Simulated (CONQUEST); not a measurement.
# Nb (Fm-3m) in CONQUEST: notebook

Runs on Nb. Level: revPBE. Tasks: equation of state.

Everything below comes from runs of CONQUEST 1.3. Logs are shortened: lines on timing, memory, paths and dates and some standing lists are left out, and cuts for length are marked.

### 1 The structure

It takes space group Fm-3m (No. 225, cubic). Conventional cell: a = 4.230 Å, b = 4.230 Å, c = 4.230 Å, α = 90.00°, β = 90.00°, γ = 90.00°. Nb (site symmetry m-3m) has 12 Nb at 2.99 Å as nearest neighbours.

This isn't the form of Nb at room conditions, which is bcc.

### 2 Equation of state, revPBE, 17.79 Å³/atom (volume scaled by 0.94)

The input, Conquest_input:

```
IO.Title Nb
IO.Coordinates coords.dat
IO.FractionalAtomicCoords F
IO.Iprint 2
IO.Iprint_init 1
General.NumberOfSpecies 1
General.PseudopotentialType hamann
General.FunctionalType 102
General.DifferentFunctional T
AtomMove.TypeOfRun static
AtomMove.FullStress T
Grid.PointsAlongX 36
Grid.PointsAlongY 36
Grid.PointsAlongZ 60
DM.SolutionMethod diagon
Diag.MPMesh T
Diag.GammaCentred T
Diag.MPMeshX 4
Diag.MPMeshY 4
Diag.MPMeshZ 3
Diag.kT 0.00099223
minE.SCTolerance 1e-6
SC.MaxIters 100
IO.AtomChargeOutput T
SC.LateStageReset 10
SC.AbsResidual T
%block ChemicalSpeciesLabel
1 92.910 Nb
%endblock
```

The input, coords.dat:

```
    5.5369022241     0.0000000000     0.0000000000
    0.0000000000     5.5369022241     0.0000000000
    0.0000000000     0.0000000000     7.8303622199
2
  0.0000000000   0.0000000000   0.0000000000 1 T T T
  2.7684511121   2.7684511121   3.9151811100 1 T T T
```

Potentials or basis: PseudoDojo NC PBE, SZ, grid of 36 × 36 × 60 points.

The run is started by

```sh
Conquest
```

Standard output:

```text
Simulation cell dimensions:     5.5369 a0 x     5.5369 a0 x     7.8304 a0

      Atomic coordinates (a0)
         Atom         X         Y         Z  Species
            1    0.0000    0.0000    0.0000        1
            2    2.7685    2.7685    3.9152        1

         Monkhorst-Pack mesh:   4 x   4 x   3 gamma-centred
        This calculation includes non-local pseudopotentials,
         with a maximum core radius of      8.30698119

    Job title: Nb
    Job to be run: static calculation

    Ground state search:
      Support functions represented with PAO basis
      1:1 PAO to SF mapping
      Non-spin-polarised electrons
      Solving for the K matrix using diagonalisation
      Using Fermi-Dirac smearing

    Integration grid size:     36 x   36 x   60

    Integration grid spacing:  0.154 a0 x 0.154 a0 x 0.131 a0

    Number of species:  1
    --------------------------------------------------------
    |   #  mass (au)  Charge (e)  SF Rad (a0)  NSF  Label  |
    --------------------------------------------------------
    |   1     92.910      13.000        8.613   10  Nb     |
    --------------------------------------------------------
          SCF tolerance:                 0.00000100
          SCF iterations:               100

    The functional used will be GGA revPBE98

           radial cut-off to be used is taken to be max PAO cut-off radius for this species:    8.306981

           greatest ang. mom. for making density from PAOs:  2
    Minimum blocs/proc is     1215. Maximum blocs/proc is     1215
    set_atom_dens: In set_atomic_density, electrons :      26.000000000000
 matrix_size & matrix_size_padH =           20          20

    Screened ion int: energy:     -91.384312324830 Ha

    new_SC_potl: Starting.  Tolerance:  0.10000E-05

    PulayMixSC: Starting Pulay mixing, A_up =  0.500 A_dn =  0.500
    PulayMixSC: Spin non-polarised calculation.
          Harris-Foulkes Energy            :      -124.518675310187078 Ha
          GroundState Energy (E-(1/2)TS)   :      -124.519042636238808 Ha
          Free Energy (E-TS)               :      -124.519409962290538 Ha
          DFT Total Energy                 :      -124.504232630164324 Ha
          Total number of electrons        :        26.000000000000185
    PulayMixSC: Pulay iteration     1 residual:              0.12676E+01
          Harris-Foulkes Energy            :      -124.508362103053756 Ha
          GroundState Energy (E-(1/2)TS)   :      -124.508703489260427 Ha
          Free Energy (E-TS)               :      -124.509044875467112 Ha
          DFT Total Energy                 :      -124.505336323921455 Ha
          Total number of electrons        :        26.000011911762044
    PulayMixSC: Pulay iteration     2 residual:              0.22233E-01
          Harris-Foulkes Energy            :      -124.505691754540081 Ha
          GroundState Energy (E-(1/2)TS)   :      -124.505991968449564 Ha
          Free Energy (E-TS)               :      -124.506292182359033 Ha
          DFT Total Energy                 :      -124.505691234410193 Ha
          Total number of electrons        :        26.000023009244508
    PulayMixSC: Pulay iteration     3 residual:              0.65608E-03
          Harris-Foulkes Energy            :      -124.505688494055420 Ha
          GroundState Energy (E-(1/2)TS)   :      -124.505990242483364 Ha
          Free Energy (E-TS)               :      -124.506291990911294 Ha
          DFT Total Energy                 :      -124.505688455513791 Ha
          Total number of electrons        :        26.000023983341016
    PulayMixSC: Pulay iteration     4 residual:              0.14654E-03
          Harris-Foulkes Energy            :      -124.505688073449903 Ha
          GroundState Energy (E-(1/2)TS)   :      -124.505990177274299 Ha
          Free Energy (E-TS)               :      -124.506292281098695 Ha
          DFT Total Energy                 :      -124.505688070315458 Ha
          Total number of electrons        :        26.000024715317007
    PulayMixSC: Pulay iteration     5 residual:              0.24772E-04
          Harris-Foulkes Energy            :      -124.505688520820328 Ha
          GroundState Energy (E-(1/2)TS)   :      -124.505990527751109 Ha
          Free Energy (E-TS)               :      -124.506292534681904 Ha
          DFT Total Energy                 :      -124.505688520820684 Ha
          Total number of electrons        :        26.000025832049829
    PulayMixSC: Pulay iteration     6 residual:              0.10781E-05
          Harris-Foulkes Energy            :      -124.505687970114622 Ha
          GroundState Energy (E-(1/2)TS)   :      -124.505989976881054 Ha
          Free Energy (E-TS)               :      -124.506291983647486 Ha
          DFT Total Energy                 :      -124.505687970110330 Ha
          Total number of electrons        :        26.000027674432612
    PulayMixSC: Pulay iteration     7 residual:              0.14779E-06
    PulayMixSC: Reached SCF tolerance of  0.14779E-06 after      7 iterations
      | Number of electrons      =        26.000028
      |* band energy as 2Tr[K.H] =       -27.803945983575080 Ha
      |  screened ion-ion energy =       -91.384312324830205 Ha
      |  Ha correction           =         1.054104038895558 Ha
      |  XC correction           =        -6.371533755313271 Ha
      | GS Energy as E-(1/2)TS   =      -124.505989976881054 Ha
      | Free Energy as E-TS      =      -124.506291983647486 Ha
      |* Harris-Foulkes energy   =      -124.505687970114622 Ha
      |* DFT total energy        =      -124.505687970110330 Ha
      |  estimated accuracy      =        -0.000000000004292 Ha

    force: Forces on atoms (Ha/a0)
    force:  Atom   X              Y              Z
    force:     1   0.0000000000   0.0000000000   0.0000000000
    force:     2  -0.0000000002  -0.0000000002  -0.0000000003

    force: Maximum force :        0.00000000(Ha/a0) on atom         2 in z direction
    force: Force Residual:        0.00000000 Ha/a0
    force: Total stress:        -14.52665400    -0.00000000     0.00000000 GPa
                             0.00000000   -14.52665400     0.00000000
                             0.00000000     0.00000000   -14.47689171
    force: Average pressure:     14.51006657 GPa

    force: Finished force
    get_E_and_F: Change in energy during last step of electronic optimisation:  0.55071E-06

    BIBLIOGRAPHY: Please consider citing the following references in the conquest.bib file

    CONQUEST:         Bowler2002pt, Miyazaki2004, Nakata2020
    Basis:            Bowler2019
    DM:               Bowler:2006xr
    Pseudopotentials: Hamann2013, Bowler2019
    XC functional:    Zhang1998

    Warnings written to file Conquest_warnings; please check
```

Run time: 21 s. Hardware: 1 thread of Intel Xeon 6975P-C (Granite Rapids), shared host; peak memory 0.64 GiB.

The run converged, but some of its settings lie outside the range that counts as converged, so its numbers aren't taken as properties of the crystal.

Results:

```
Free energy            : -3387.9888 eV
Pressure               : 14.5 GPa
Band gap on the k mesh : none (metal or under the smearing width)
```

Caveat: the k mesh is coarse (spacing up to 0.54 Å⁻¹), so the values aren't converged; the potentials were made for another functional, which shifts forces and pressure; the atomic basis is small; the basis of atomic orbitals isn't converged, which shifts pressures, moduli and gaps.

### 3 Equation of state, revPBE, 18.16 Å³/atom (volume scaled by 0.96)

Conquest_input is that of step 2.

The input, coords.dat:

```
    5.5758957780     0.0000000000     0.0000000000
    0.0000000000     5.5758957780     0.0000000000
    0.0000000000     0.0000000000     7.8855074327
2
  0.0000000000   0.0000000000   0.0000000000 1 T T T
  2.7879478890   2.7879478890   3.9427537164 1 T T T
```

Potentials or basis: PseudoDojo NC PBE, SZ, grid of 36 × 36 × 60 points.

The run is started by

```sh
Conquest
```

Wall time 26 s (1 thread of Intel Xeon 6975P-C (Granite Rapids), shared host); peak memory 0.61 GiB.

The run converged, but some of its settings lie outside the range that counts as converged, so its numbers aren't taken as properties of the crystal.

Results:

```yaml
Free_energy: -3388.0470 eV
Pressure: 10.2 GPa
Band_gap_on_the_k_mesh: none (metal or under the smearing width)
```

Caveat: the k mesh is coarse (spacing up to 0.53 Å⁻¹), so the values aren't converged; the potentials were made for another functional, which shifts forces and pressure; the atomic basis is small; the basis of atomic orbitals isn't converged, which shifts pressures, moduli and gaps; the real-space grid breaks the cell's symmetry a little.

### 4 Equation of state, revPBE, 18.54 Å³/atom (volume scaled by 0.98)

Conquest_input is that of step 3.

The input, coords.dat:

```
    5.6143514467     0.0000000000     0.0000000000
    0.0000000000     5.6143514467     0.0000000000
    0.0000000000     0.0000000000     7.9398919610
2
  0.0000000000   0.0000000000   0.0000000000 1 T T T
  2.8071757234   2.8071757234   3.9699459805 1 T T T
```

The run is started by

```sh
Conquest
```

Run time: 21 s. Hardware: 1 thread of Intel Xeon 6975P-C (Granite Rapids), shared host; peak memory 0.61 GiB.

The run converged, but some of its settings lie outside the range that counts as converged, so its numbers aren't taken as properties of the crystal.

Results:

| Property | Result |
| --- | --- |
| Free energy | -3388.0855 eV |
| Pressure | 6.1 GPa |
| Band gap on the k mesh | none (metal or under the smearing width) |

Caveat: the k mesh is coarse (spacing up to 0.53 Å⁻¹), so the values aren't converged; the potentials were made for another functional, which shifts forces and pressure; the atomic basis is small; the basis of atomic orbitals isn't converged, which shifts pressures, moduli and gaps; the real-space grid breaks the cell's symmetry a little.

### 5 Equation of state, revPBE, 18.92 Å³/atom

Conquest_input is that of step 4.

The input, coords.dat:

```
    5.6522874046     0.0000000000     0.0000000000
    0.0000000000     5.6522874046     0.0000000000
    0.0000000000     0.0000000000     7.9935415072
2
  0.0000000000   0.0000000000   0.0000000000 1 T T T
  2.8261437023   2.8261437023   3.9967707536 1 T T T
```

The run is started by

```sh
Conquest
```

Wall time 27 s (1 thread of Intel Xeon 6975P-C (Granite Rapids), shared host); peak memory 0.58 GiB.

The run converged, but some of its settings lie outside the range that counts as converged, so its numbers aren't taken as properties of the crystal.

Results:

| Quantity | Value |
| --- | --- |
| Free energy | -3388.1053 eV |
| Pressure | 2.4 GPa |
| Band gap on the k mesh | none (metal or under the smearing width) |

Caveat: the k mesh is coarse (spacing up to 0.53 Å⁻¹), so the values aren't converged; the potentials were made for another functional, which shifts forces and pressure; the atomic basis is small; the basis of atomic orbitals isn't converged, which shifts pressures, moduli and gaps; the real-space grid breaks the cell's symmetry a little.

### 6 Equation of state, revPBE, 19.30 Å³/atom (volume scaled by 1.02)

Conquest_input is that of step 5.

The input, coords.dat:

```
    5.6897208624     0.0000000000     0.0000000000
    0.0000000000     5.6897208624     0.0000000000
    0.0000000000     0.0000000000     8.0464804109
2
  0.0000000000   0.0000000000   0.0000000000 1 T T T
  2.8448604312   2.8448604312   4.0232402054 1 T T T
```

Potentials or basis: PseudoDojo NC PBE, SZ, grid of 36 × 36 × 60 points.

The run is started by

```sh
Conquest
```

Run time: 22 s. Hardware: 1 thread of Intel Xeon 6975P-C (Granite Rapids), shared host; peak memory 0.58 GiB.

These settings aren't checked as converged: the numbers below hold their error.

What came out:

* Free energy: -3388.1085 eV
* Pressure: -1.0 GPa
* Band gap on the k mesh: none (metal or under the smearing width)

Caveat: the k mesh is coarse (spacing up to 0.52 Å⁻¹), so the values aren't converged; the potentials were made for another functional, which shifts forces and pressure; the atomic basis is small; the basis of atomic orbitals isn't converged, which shifts pressures, moduli and gaps; the real-space grid breaks the cell's symmetry a little.

### 7 Equation of state, revPBE, 19.68 Å³/atom (volume scaled by 1.04)

Conquest_input is that of step 6.

The input, coords.dat:

```
    5.7266681372     0.0000000000     0.0000000000
    0.0000000000     5.7266681372     0.0000000000
    0.0000000000     0.0000000000     8.0987317479
2
  0.0000000000   0.0000000000   0.0000000000 1 T T T
  2.8633340686   2.8633340686   4.0493658739 1 T T T
```

The run is started by

```sh
Conquest
```

It took 19 s on 1 thread of Intel Xeon 6975P-C (Granite Rapids), shared host; peak memory 0.58 GiB.

The run converged, but some of its settings lie outside the range that counts as converged, so its numbers aren't taken as properties of the crystal.

Results:

* Free energy: -3388.0963 eV
* Pressure: -4.1 GPa
* Band gap on the k mesh: none (metal or under the smearing width)

Caveat: the k mesh is coarse (spacing up to 0.52 Å⁻¹), so the values aren't converged; the potentials were made for another functional, which shifts forces and pressure; the atomic basis is small; the basis of atomic orbitals isn't converged, which shifts pressures, moduli and gaps; the real-space grid breaks the cell's symmetry a little.

### 8 Equation of state, revPBE, 20.06 Å³/atom (volume scaled by 1.06)

Conquest_input is that of step 7.

The input, coords.dat:

```
    5.7631447138     0.0000000000     0.0000000000
    0.0000000000     5.7631447138     0.0000000000
    0.0000000000     0.0000000000     8.1503174172
2
  0.0000000000   0.0000000000   0.0000000000 1 T T T
  2.8815723569   2.8815723569   4.0751587086 1 T T T
```

The run is started by

```sh
Conquest
```

It took 18 s on 1 thread of Intel Xeon 6975P-C (Granite Rapids), shared host; peak memory 0.55 GiB.

These settings aren't checked as converged: the numbers below hold their error.

Results:

```
Free energy            : -3388.0703 eV
Pressure               : -6.9 GPa
Band gap on the k mesh : none (metal or under the smearing width)
```

Caveat: the k mesh is coarse (spacing up to 0.52 Å⁻¹), so the values aren't converged; the potentials were made for another functional, which shifts forces and pressure; the atomic basis is small; the basis of atomic orbitals isn't converged, which shifts pressures, moduli and gaps; the real-space grid breaks the cell's symmetry a little.

### 9 Equation of state, revPBE

Potentials or basis: PseudoDojo NC PBE, SZ, grid of 36 × 36 × 60 points.

No new run: the results of the series are fitted here.

The run converged, but some of its settings lie outside the range that counts as converged (typed here: SC.LateStageReset = 10; SC.AbsResidual = T), so its numbers aren't taken as properties of the crystal.

What came out:

| Property | Result |
| --- | --- |
| Equilibrium volume | 19.18 Å³/atom |
| Bulk modulus | 169 GPa |
| Pressure derivative of the bulk modulus | 3.6 |

Caveat: the k mesh is coarse (spacing up to 0.53 Å⁻¹), so the values aren't converged; the potentials were made for another functional, which shifts forces and pressure; the atomic basis is small; the basis of atomic orbitals isn't converged, which shifts pressures, moduli and gaps.

### 10 For comparison

An earlier run on the cell as given: functional PBE; potentials or basis PseudoDojo NC PBE, DZP, grid cutoff 120 Ha; k mesh 9 × 9 × 6; occupations fermi-dirac, width 0.05 eV; no spin polarisation.

* Pressure: 0.8 GPa
* Band gap on the k mesh: none (metal or under the smearing width)
